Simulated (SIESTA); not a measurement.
InP under changes of volume

One of the cells (25.167 Å³/atom); the others are scaled copies at fixed shape and fractional positions:

```
In P
1.0
     0.00000    2.93050    2.93050
     2.93050    0.00000    2.93050
     2.93050    2.93050    0.00000
In P
1 1
Direct
  0.00000 0.00000 0.00000
  0.75000 0.75000 0.75000
```

```yaml
Program: SIESTA 5.4.2
Functional: PBEsol
Potentials_or_basis: PseudoDojo 0.4 standard (PBEsol files)
Basis: DZP (energy shift 0.003 Ry; two zetas on semicore shells)
Grid_cutoff: 500 Ry
Energy_shift: 0.003 Ry
k_mesh: 8 × 8 × 8
Occupations: fermi-dirac, width 0.05 eV
Spin: no spin polarisation
```

```tsv
volume (Å³/atom)	energy over the lowest point (meV/atom)	pressure (GPa)	gap on the mesh (eV)
23.657	33.16	6.1	1.16
24.160	16.95	4.2	1.03
24.663	6.38	2.5	0.90
25.167	0.90	1.0	0.77
25.670	0.00	-0.4	0.65
26.173	3.24	-1.6	0.54
26.677	?	?	?
```

Q: What does the run at 26.677 Å³/atom give?

A: Energy over the lowest point 10.12 meV/atom; pressure -2.7 GPa; gap on the mesh 0.42 eV.

Worked out: A Birch-Murnaghan fit of order 3 (a polynomial in V^(-2/3)) to the other rows has its minimum at 25.52 Å³/atom with B0 = V·E''(V) = 69 GPa and B' = 4.3. It gives 10.22 meV/atom at 26.677 Å³/atom, against the run's 10.12, and -dE/dV = -2.8 GPa, against -2.7. A straight line through the other rows of the gap, of slope -6.18 eV per unit of ln V (its deformation potential), extrapolates to 0.42 eV, against the run's 0.42.

Energies are extrapolated to zero smearing.

Caveats: spin-orbit coupling is left out, which moves the levels of the heavy elements; the basis of atomic orbitals isn't converged, which shifts pressures, moduli and gaps.

A mesh can miss the band edges.
